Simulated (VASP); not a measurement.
A VASP 6.6.1 single-point calculation on SrTiO3

INCAR

```
NSW = 0
IBRION = -1
NELECT = 40.1
EDIFF = 1E-7
ISMEAR = 0
LDAU = .TRUE.
PREC = Accurate
LASPH = .TRUE.
LDAUU = 0 2.0 0
LWAVE = .FALSE.
GGA = PE
LCHARG = .FALSE.
LDAUL = -1 2 -1
LMAXMIX = 4
NELM = 120
LDAUTYPE = 2
ENCUT = 520
ISIF = 2
LREAL = .FALSE.
SIGMA = 0.005
LDAUJ = 0 0 0
NBANDS = 28
```

KPOINTS

```
KPOINTS created by Atomic Simulation Environment
0
Gamma
6 6 6
0 0 0
```

POSCAR

```
Sr Ti O
 1.0000000000000000
     3.8677829865000000    0.0000000000000000    0.0000000000000000
     0.0000000000000000    3.8677829865000000    0.0000000000000000
     0.0000000000000000    0.0000000000000000    3.9317034817000001
 Sr  Ti  O
   1   1   3
Cartesian
  0.0000000000000000  0.0000000000000000  0.0000000000000000
  1.9338914932499998  1.9338914932499998  1.9658517408499998
  1.9338914932499998  1.9338914932499998  0.0000000000000000
  1.9338914932499998  0.0000000000000000  1.9658517408499998
  0.0000000000000000  1.9338914932499998  1.9658517408499998
```

The recommended PBE PAW datasets give the neutral cell 40 valence electrons.

Command

```
mpirun -np 1 vasp_std
```

OSZICAR

```
N       E                     dE             d eps       ncg     rms          rms(c)
DAV:   1     0.438698159057E+03    0.43870E+03   -0.21412E+04  2240   0.159E+03
DAV:   2    -0.440446032404E+01   -0.44310E+03   -0.42396E+03  2604   0.441E+02
DAV:   3    -0.464733364960E+02   -0.42069E+02   -0.41814E+02  3128   0.133E+02
DAV:   4    -0.483629322175E+02   -0.18896E+01   -0.18855E+01  3340   0.238E+01
DAV:   5    -0.484078791427E+02   -0.44947E-01   -0.44936E-01  3124   0.309E+00    0.276E+01
DAV:   6    -0.377960146460E+02    0.10612E+02   -0.53238E+01  3224   0.650E+01    0.151E+01
DAV:   7    -0.379913941335E+02   -0.19538E+00   -0.65524E+00  2900   0.172E+01    0.111E+01
DAV:   8    -0.380320937919E+02   -0.40700E-01   -0.12738E+00  2644   0.118E+01    0.253E+00
DAV:   9    -0.379803902923E+02    0.51703E-01   -0.24373E-01  2664   0.501E+00    0.107E+00
DAV:  10    -0.379758359040E+02    0.45544E-02   -0.91863E-02  2776   0.202E+00    0.572E-01
DAV:  11    -0.379724857063E+02    0.33502E-02   -0.17786E-02  3356   0.126E+00    0.159E-01
DAV:  12    -0.379724008372E+02    0.84869E-04   -0.12337E-03  2724   0.360E-01    0.990E-02
DAV:  13    -0.379723949178E+02    0.59194E-05   -0.34165E-04  3412   0.153E-01    0.433E-02
DAV:  14    -0.379723994344E+02   -0.45166E-05   -0.71870E-05  2784   0.501E-02    0.220E-02
DAV:  15    -0.379723969967E+02    0.24377E-05   -0.12902E-05  3224   0.259E-02    0.884E-03
DAV:  16    -0.379723972856E+02   -0.28894E-06   -0.33941E-06  2784   0.154E-02    0.344E-03
DAV:  17    -0.379723973457E+02   -0.60090E-07   -0.33325E-07  2180   0.440E-03
   1 F= -.37972397E+02 E0= -.37972371E+02  d E =-.518346E-04
```

Standard output (part)

```
POSCAR found type information on POSCAR SrTiO
 POSCAR found :  3 types and       5 ions
 LDA part: xc-table for (Slater+PW92), standard interpolation
 POSCAR, INCAR and KPOINTS ok, starting setup
 WAVECAR not read
 entering main loop
 the old and the new charge density differ
    0.276E+01
```

From OUTCAR

```
k-points           NKPTS =     40   k-points in BZ     NKDIM =     40   number of bands    NBANDS=     28

   NELECT =      40.1000    total number of electrons

   dimension x,y,z NGX =    30 NGY =   30 NGZ =   30
   dimension x,y,z NGXF=    60 NGYF=   60 NGZF=   60

  energy-cutoff  :      520.00
  volume of cell :       58.82
      direct lattice vectors                 reciprocal lattice vectors
     3.867782986  0.000000000  0.000000000     0.258546047  0.000000000  0.000000000
     0.000000000  3.867782986  0.000000000     0.000000000  0.258546047  0.000000000
     0.000000000  0.000000000  3.931703482     0.000000000  0.000000000  0.254342680

 k-points in reciprocal lattice and weights: KPOINTS created by Atomic Simulation Env
   0.00000000  0.00000000  0.00000000       0.005
   0.16666667  0.00000000  0.00000000       0.019
   0.33333333  0.00000000  0.00000000       0.019
   0.50000000  0.00000000  0.00000000       0.009
   0.16666667  0.16666667  0.00000000       0.019
   0.33333333  0.16666667  0.00000000       0.037
   0.50000000  0.16666667  0.00000000       0.019
   0.33333333  0.33333333  0.00000000       0.019
   ...

 E-fermi :   6.7547

 k-point     1 :       0.0000    0.0000    0.0000
  band No.  band energies     occupation
      1     -52.3361      2.00000
      2     -28.5857      2.00000
      3     -28.5857      2.00000
      4     -28.5680      2.00000
      5     -28.5051      2.00000
      6     -13.1560      2.00000
      7     -12.1514      2.00000
      8     -12.0786      2.00000
      9     -10.5154      2.00000
     10     -10.4916      2.00000
     11     -10.4916      2.00000
     12       1.4141      2.00000
     13       1.4996      2.00000
     14       1.4996      2.00000
     15       3.1096      2.00000
     16       3.1664      2.00000
     17       3.1664      2.00000
     18       3.9751      2.00000
     19       3.9909      2.00000
     20       3.9909      2.00000
     21       6.5971      2.00000
     22       6.5971      2.00000
     23       6.6290      2.00000
     24       8.8895      0.00000
     25       8.9994      0.00000
     26       9.5962      0.00000
     27       9.7374      0.00000
     28      10.5797      0.00000

 k-point     2 :       0.1667    0.0000    0.0000
  band No.  band energies     occupation
      1     -52.3357      2.00000
      2     -28.6317      2.00000
      3     -28.5849      2.00000
      4     -28.5672      2.00000
      5     -28.4720      2.00000
      6     -13.1679      2.00000
      7     -12.1456      2.00000
      8     -12.0826      2.00000
      9     -10.5024      2.00000
     10     -10.4785      2.00000
     11     -10.3014      2.00000
     12       1.1392      2.00000
     13       1.3951      2.00000
     14       1.4850      2.00000
     15       2.7804      2.00000
     16       2.8327      2.00000
     17       2.9155      2.00000
     18       3.2346      2.00000
     19       3.8305      2.00000
     20       3.8414      2.00000
     21       6.6481      2.00000
     22       7.1768      0.00000
     23       7.2011      0.00000
     24       8.9226      0.00000
     25       9.6877      0.00000
     26      10.0763      0.00000
     27      10.2262      0.00000
     28      11.2522      0.00000

 ...

  Total        5.0467082      5.0467082      3.4401481      0.0000000     -0.0000000      0.0000000
  in kB      137.4718649    137.4718649     93.7093166      0.0000000     -0.0000000      0.0000000
  external PRESSURE =     122.8843488 kB  Pullay stress =       0.0000000 kB

 POSITION                                       TOTAL-FORCE (eV/Angst)
 -----------------------------------------------------------------------------------
      0.00000      0.00000      0.00000         0.000000      0.000000      0.000000
      1.93389      1.93389      1.96585         0.000000      0.000000      0.000000
      1.93389      1.93389      0.00000         0.000000      0.000000      0.000000
      1.93389      0.00000      1.96585         0.000000      0.000000      0.000000
      0.00000      1.93389      1.96585         0.000000      0.000000      0.000000
 -----------------------------------------------------------------------------------
    total drift:                                0.000000      0.000000     -0.000000

  FREE ENERGIE OF THE ION-ELECTRON SYSTEM (eV)
  ---------------------------------------------------
  free  energy   TOTEN  =       -37.9723973457 eV

  energy  without entropy=      -37.9723455112  energy(sigma->0) =      -37.97237143
```

It converged. Results: pressure 12.3 GPa.

The cell is charged and sits in a uniform background.

For comparison, a separate PBE run of the intended cell, on usual settings and not on those above, gives a gap of 1.84 eV on its mesh and a pressure of 7.5 GPa.

The run above took about 74 s on one core of a shared host (Intel Xeon Platinum 8488C) and held 0.21 GiB at most.
